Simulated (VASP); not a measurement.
# Ta2N (P-3m1) in VASP: a series of runs

The runs below take Ta2N through single point, atomic charges, electron localisation function, with LDA, PBE.

Program: VASP 6.6.1. These are calculated values, not measurements. Logs are shortened: lines on timing, memory, paths and dates and some standing lists are left out, and cuts for length are marked.

## 1. Starting point

Symmetry: P-3m1, No. 164, trigonal system. The conventional cell has a = 3.113 Å, b = 3.113 Å, c = 4.870 Å, α = 90.00°, β = 90.00°, γ = 120.00°. Ta (site symmetry 3m) has 3 N at 2.18 Å as nearest neighbours. N (site symmetry -3m) is surrounded by 6 Ta at 2.18 Å.

The cell comes from a database or a generator and needn't be the stable form of this composition.

## 2. Single point, LDA

File INCAR:

```
SYSTEM = Ta2N
  PREC = Accurate
  ENCUT = 520
  EDIFF = 1E-6
  ISMEAR = 0
  SIGMA = 0.05
  LREAL = .FALSE.
  LASPH = .TRUE.
  NELM = 100
  ALGO = Fast
  ISIF = 2
  LWAVE = .FALSE.
  LCHARG = .FALSE.
  NBANDS = 20
```

File KPOINTS:

```
regular mesh
0
G
  10 10 6
  0 0 0
```

File POSCAR:

```
Ta2N
1.0
    3.1128615060      0.0000000000      0.0000000000
   -1.5564307530      2.6958171426      0.0000000000
    0.0000000000      0.0000000000      4.8698410000
Ta N
2 1
Cartesian
   -0.0000000002      1.7972114285      1.2404020710
    1.5564307532      0.8986057141      3.6294389290
    0.0000000000      0.0000000000      0.0000000000
```

Potentials or basis: VASP PAW LDA potentials, release 54 (Ta_pv, N).

Started as:

```bash
> cat potpaw_LDA.54/Ta_pv/POTCAR potpaw_LDA.54/N/POTCAR > POTCAR
> mpirun -np 1 vasp_std > vasp.out
```

OUTCAR:

```text
SYSTEM = Ta2N
   PREC = Accurate
   ENCUT = 520
   EDIFF = 1E-6
   ISMEAR = 0
   LREAL = .FALSE.
   LASPH = .TRUE.
   NELM = 100
   ISIF = 2

 ion  position               nearest neighbor table
   1  0.333  0.667  0.255-   3 2.18   3 2.18   3 2.18   2 2.99   2 2.99   2 2.99   2 3.06   2 3.06
                             2 3.06
   2  0.667  0.333  0.745-   3 2.18   3 2.18   3 2.18   1 2.99   1 2.99   1 2.99   1 3.06   1 3.06
                             1 3.06
   3  0.000  0.000  0.000-   1 2.18   2 2.18   1 2.18   2 2.18   2 2.18   1 2.18

  LATTYP: Found a hexagonal cell.
 ALAT       =     3.1128615060
 C/A-ratio  =     1.5644258476

  Lattice vectors:

 A1 = (   3.1128615060,   0.0000000000,   0.0000000000)
 A2 = (  -1.5564307530,   2.6958171426,   0.0000000000)
 A3 = (   0.0000000000,   0.0000000000,   4.8698410000)

Analysis of symmetry for initial positions (statically):
=====================================================================
 Subroutine PRICEL returns:
 Original cell was already a primitive cell.

 Routine SETGRP: Setting up the symmetry group for a
 hexagonal supercell.

 Subroutine GETGRP returns: Found 12 space group operations
 (whereof 12 operations were pure point group operations)
 out of a pool of 24 trial point group operations.

The static configuration has the point symmetry D_3d.

Analysis of symmetry for dynamics (positions and initial velocities):
=====================================================================
 Subroutine PRICEL returns:
 Original cell was already a primitive cell.

 Routine SETGRP: Setting up the symmetry group for a
 hexagonal supercell.

 Subroutine GETGRP returns: Found 12 space group operations
 (whereof 12 operations were pure point group operations)
 out of a pool of 24 trial point group operations.

The dynamic configuration has the point symmetry D_3d.

 Subroutine INISYM returns: Found 12 space group operations
 (whereof 12 operations are pure point group operations),
 and found     1 'primitive' translations

----------------------------------------------------------------------------------------

                                     Primitive cell

  volume of cell :      40.8663

  direct lattice vectors                    reciprocal lattice vectors
     3.112861506  0.000000000  0.000000000     0.321247829  0.185472520  0.000000000
    -1.556430753  2.695817143  0.000000000     0.000000000  0.370945041  0.000000000
     0.000000000  0.000000000  4.869841000     0.000000000  0.000000000  0.205345513

  length of vectors
     3.112861506  3.112861506  4.869841000     0.370945041  0.370945041  0.205345513

  position of ions in fractional coordinates (direct lattice)
     0.333333333  0.666666667  0.254711000
     0.666666667  0.333333333  0.745289000
     0.000000000  0.000000000  0.000000000

  ion indices of the primitive-cell ions
   primitive index   ion index
                 1           1
                 2           2
                 3           3

----------------------------------------------------------------------------------------

 KPOINTS: regular mesh

Automatic generation of k-mesh.
 Grid dimensions read from file:
 generate k-points for:   10   10    6

 Generating k-lattice:

  Cartesian coordinates                     Fractional coordinates (reciprocal lattice)
     0.032124783  0.018547252  0.000000000     0.100000000  0.000000000  0.000000000
     0.000000000  0.037094504  0.000000000     0.000000000  0.100000000  0.000000000
     0.000000000  0.000000000  0.034224252     0.000000000  0.000000000  0.166666667

  Length of vectors
     0.037094504  0.037094504  0.034224252

  Shift w.r.t. Gamma in fractional coordinates (k-lattice)
     0.000000000  0.000000000  0.000000000

 Subroutine IBZKPT returns following result:
 ===========================================

 Found     72 irreducible k-points:

 Following reciprocal coordinates:
            Coordinates               Weight
  0.000000  0.000000  0.000000      1.000000
  0.100000 -0.000000  0.000000      6.000000
  0.200000 -0.000000  0.000000      6.000000
  0.300000 -0.000000  0.000000      6.000000
  0.400000 -0.000000  0.000000      6.000000
  0.500000  0.000000  0.000000      3.000000
[... 42 lines left out ...]
 -0.100000  0.300000  0.333333     12.000000
  0.300000  0.100000  0.333333     12.000000
 [... further k-points ...]
   k-points           NKPTS =     72   k-points in BZ     NKDIM =     72   number of bands    NBANDS=     20
   number of dos      NEDOS =    301   number of ions     NIONS =      3
   total plane-waves  NPLWV =  20736
   dimension x,y,z NGX =    24 NGY =   24 NGZ =   36
   dimension x,y,z NGXF=    48 NGYF=   48 NGZF=   72
   ions per type =               2   1
   NGX,Y,Z   is equivalent  to a cutoff of  12.82, 12.82, 12.29 a.u.
   NGXF,Y,Z  is equivalent  to a cutoff of  25.63, 25.63, 24.58 a.u.
 SYSTEM =  Ta2N
   PREC   = accura    normal or accurate (medium, high low for compatibility)
   ISTART =      0    job   : 0-new  1-cont  2-samecut
   ICHARG =      2    charge: 1-file 2-atom 10-const
   ISPIN  =      1    spin polarized calculation?
   LNONCOLLINEAR =      F non collinear calculations
   LSORBIT =      F    spin-orbit coupling
   LASPH  =      T    aspherical Exc in radial PAW
   ENCUT  =  520.0 eV  38.22 Ry    6.18 a.u.   5.79  5.79  9.05*2*pi/ulx,y,z
   NELM   =    100;   NELMIN=  2; NELMDL= -5     # of ELM steps
   EDIFF  = 0.1E-05   stopping-criterion for ELM
   LREAL  =      F    real-space projection
   EDIFFG = 0.1E-04   stopping-criterion for IOM
   NSW    =      0    number of steps for IOM
   IBRION =     -1    ionic relax: 0-MD 1-quasi-New 2-CG
   NFREE  =      0    steps in history (QN), initial steepest desc. (CG)
   ISIF   =      2    stress and relaxation
   ISYM   =      2    0-nonsym 1-usesym 2-fastsym
   POTIM  = 0.5000    time-step for ionic-motion
   TEBEG  =    0.0;   TEEND  =   0.0 temperature during run
   PSTRESS=    0.0 pullay stress
   NELECT =      27.0000    total number of electrons
   NUPDOWN=      -1.0000    fix difference up-down
   EMIN   =  10.00;   EMAX   =-10.00  energy-range for DOS
   EFERMI =   0.00;   METHOD = LEGACY
   ISMEAR =     0;   SIGMA  =   0.05  broadening in eV -4-tet -1-fermi 0-gaus
   EFERMI_NEDOS =   21; number of points for ismear=-14 and -15
   IALGO  =     68    algorithm
   IMIX   =      4    mixing-type and parameters
     AMIX     =   0.40;   BMIX     =  1.00
     AMIX_MAG =   1.60;   BMIX_MAG =  1.00
  volume/ion in A,a.u.               =      13.62        91.93
  Fermi-wavevector in a.u.,A,eV,Ry     =   1.425852  2.694469 27.661374  2.033054
  Thomas-Fermi vector in A             =   2.546192
   LORBIT       =      0    0 simple, 1 ext, 2 COOP (PROOUT), +10 PAW based schemes
   GGA     = CA    functional components
   LHFCALC =     F    Hartree Fock is set to
   AEXX    =    0.0000 exact exchange contribution
   IVDW    =     0    specifies the selected vdW correction
   LEPSILON=     F    determine dielectric tensor
   LRPA    =     F    only Hartree local field effects (RPA)
 non-spin polarized calculation
 RMM-DIIS sequential band-by-band and
 Gauss-broadening in eV      SIGMA  =   0.05
  energy-cutoff  :      520.00
  volume of cell :       40.87
 maximum number of plane-waves:      1114
 NGX is ok and might be reduce to    24
   NGX = 11   NGY = 11   NGZ = 19

 number of electron      26.9999998 magnetization

 Free energy of the ion-electron system (eV)
  ---------------------------------------------------
  ext. energy  EPLUGINS =         0.00000000
  ---------------------------------------------------
  free energy    TOTEN  =       -37.56965338 eV

  energy without entropy =      -37.56661241  energy(sigma->0) =      -37.56813290

 E-fermi :   7.3053     XC(G=0): -13.0468

 val. band max:        7.2996533218   @ k =   0.0000   0.3000   0.3333
 cond. band min:       7.3070502875   @ k =  -0.1000   0.4000   0.1667
 fundamental gap:      0.0073969657
 Fermi energy:         7.3053037680

 k-point     1 :       0.0000    0.0000    0.0000
  band No.  band energies     occupation
      1     -28.1693      2.00000
      2     -27.4430      2.00000
      3     -27.4430      2.00000
      4     -27.3151      2.00000
      5     -27.3151      2.00000
      6     -27.1954      2.00000
[... 12 lines left out ...]
     19       8.4527      0.00000
     20      12.4111      0.00000

 k-point     2 :       0.1000   -0.0000    0.0000
  band No.  band energies     occupation
      1     -28.1394      2.00000
      2     -27.5026      2.00000
      3     -27.4645      2.00000
      4     -27.3746      2.00000
      5     -27.3199      2.00000
      6     -27.2071      2.00000
[... 12 lines left out ...]
     19       9.1785      0.00000
     20      12.3382      0.00000

 k-point     3 :       0.2000   -0.0000    0.0000
  band No.  band energies     occupation
      1     -28.0562      2.00000
      2     -27.6589      2.00000
      3     -27.5227      2.00000
      4     -27.5169      2.00000
      5     -27.3361      2.00000
      6     -27.2438      2.00000
[... 12 lines left out ...]
     19      10.8218      0.00000
     20      11.9200      0.00000

 k-point     4 :       0.3000   -0.0000    0.0000
  band No.  band energies     occupation
      1     -27.9437      2.00000
      2     -27.8457      2.00000
      3     -27.6929      2.00000
      4     -27.5769      2.00000
      5     -27.3600      2.00000
      6     -27.3061      2.00000
[... 797 lines left out ...]
 k-point    39 :       0.0000    0.1000    0.3333
  band No.  band energies     occupation
      1     -27.9364      2.00000
      2     -27.5149      2.00000
      3     -27.4526      2.00000
      4     -27.4240      2.00000
      5     -27.3611      2.00000
      6     -27.3452      2.00000
[... 12 lines left out ...]
     19      10.1084      0.00000
     20      10.4581      0.00000

 k-point    40 :       0.2000   -0.0000    0.3333
  band No.  band energies     occupation
      1     -27.9238      2.00000
      2     -27.6809      2.00000
      3     -27.5488      2.00000
      4     -27.4792      2.00000
      5     -27.3746      2.00000
      6     -27.3423      2.00000
[... 12 lines left out ...]
     19      10.4606      0.00000
     20      11.2849      0.00000

 [... further k-points ...]

------------------------ aborting loop because EDIFF is reached ----------------------------------------

  FORCE on cell =-STRESS in cart. coord.  units (eV):
  Direction    XX          YY          ZZ          XY          YZ          ZX
  --------------------------------------------------------------------------------------
  -------------------------------------------------------------------------------------
  Total       -3.3924766     -3.3924766     -3.3522533      0.0000000      0.0000000      0.0000000
  in kB     -133.0033028   -133.0033028   -131.4263350      0.0000000      0.0000000      0.0000000
  external PRESSURE =    -132.4776468 kB  Pullay stress =       0.0000000 kB

 VOLUME and BASIS-vectors are now :
 -----------------------------------------------------------------------------
  energy-cutoff  :      520.00
  volume of cell :       40.87
      direct lattice vectors                 reciprocal lattice vectors
     3.112861506  0.000000000  0.000000000     0.321247829  0.185472520  0.000000000
    -1.556430753  2.695817143  0.000000000     0.000000000  0.370945041  0.000000000
     0.000000000  0.000000000  4.869841000     0.000000000  0.000000000  0.205345513

 POSITION                                       TOTAL-FORCE (eV/Angst)
 -----------------------------------------------------------------------------------
     -0.00000      1.79721      1.24040         0.000000      0.000000     -0.397152
      1.55643      0.89861      3.62944        -0.000000     -0.000000      0.397152
      0.00000      0.00000      0.00000         0.000000      0.000000      0.000000
 -----------------------------------------------------------------------------------
    total drift:                                0.000000      0.000000      0.000000

  FREE ENERGIE OF THE ION-ELECTRON SYSTEM (eV)
  ---------------------------------------------------
  free  energy   TOTEN  =       -37.5696533834 eV

  energy  without entropy=      -37.5666124084  energy(sigma->0) =      -37.56813290
```

Wall time 39 s (1 thread of AMD EPYC 9R45 (Zen 5), shared host); peak memory 0.14 GiB.

What came out:

- Free energy: -37.5697 eV
- Pressure: -13.2 GPa
- Largest force: 0.397 eV/Å
- Band gap on the k mesh: none (metal or under the smearing width)

Forces in eV/Å, atoms in the order of the input:
```
Ta   0.000  0.000 -0.397
Ta   0.000  0.000  0.397
N    0.000  0.000  0.000
```

## 3. Single point, LDA

File run.py:

```python
from ase.calculators.vasp import Vasp
from ase.dft.bandgap import bandgap
from ase.io import read

atoms = read('POSCAR')
calc = Vasp(
    directory='calc',
    xc='lda',
    pp='LDA',
    setups='recommended',
    pp_version='54',
    prec='Accurate',
    encut=520,
    ediff=1e-07,
    ismear=0,
    sigma=0.05,
    lreal=False,
    lasph=True,
    nelm=80,
    algo='Normal',
    isif=2,
    lwave=False,
    lcharg=False,
    kpts=[10, 10, 6],
    gamma=True,
    nbands=20,
)
atoms.calc = calc

print('energy (eV):', atoms.get_potential_energy())
print('free energy (eV):', atoms.get_potential_energy(force_consistent=True))
print('forces (eV/A):')
print(atoms.get_forces())
print('stress (eV/A^3, Voigt):', atoms.get_stress())
print('Fermi level (eV):', calc.get_fermi_level())
gap, top, bottom = bandgap(calc)
print('band gap (eV):', gap, 'from (spin, k, band)', top, 'to', bottom)
```

File POSCAR:

```
Ta2N
1.0
    3.1128615060      0.0000000000      0.0000000000
   -1.5564307530      2.6958171426      0.0000000000
    0.0000000000      0.0000000000      4.8698410000
Ta N
2 1
Direct
    0.3333333333      0.6666666667      0.2547110000
    0.6666666667      0.3333333333      0.7452890000
    0.0000000000      0.0000000000      0.0000000000
```

Potentials or basis: VASP PAW LDA potentials, release 54 (Ta_pv, N).

Started as:

```bash
> python run.py
```

Run time: 38 s. Hardware: 1 thread of AMD EPYC 9R45 (Zen 5), shared host; peak memory 0.14 GiB.

Results (log left out):

```
Free energy            : -37.5697 eV
Pressure               : -13.3 GPa
Largest force          : 0.397 eV/Å
Band gap on the k mesh : none (metal or under the smearing width)
```

Forces on the atoms (eV/Å):
```
Ta   0.000  0.000 -0.397
Ta   0.000  0.000  0.397
N    0.000  0.000  0.000
```

Stress tensor (GPa, compression positive):
```
-13.31   0.00   0.00
  0.00 -13.31   0.00
  0.00   0.00 -13.15
```

Levels at points of the mesh, in eV from the Fermi level:
```
           k point  band 11  band 12  band 13  band 14  band 15  band 16
(0.00, 0.00, 0.00)    -4.77    -0.66    -0.25    -0.25     0.25     0.25
(0.50, 0.00, 0.00)    -4.50    -2.51    -1.28     1.76     1.89     3.69
(0.00, 0.00, 0.50)    -2.81    -2.53    -1.13    -1.13     1.80     2.05
(0.50, 0.00, 0.50)    -3.24    -2.04    -2.03    -0.23     0.71     3.24
```

(Continued in part 2 of 2.)
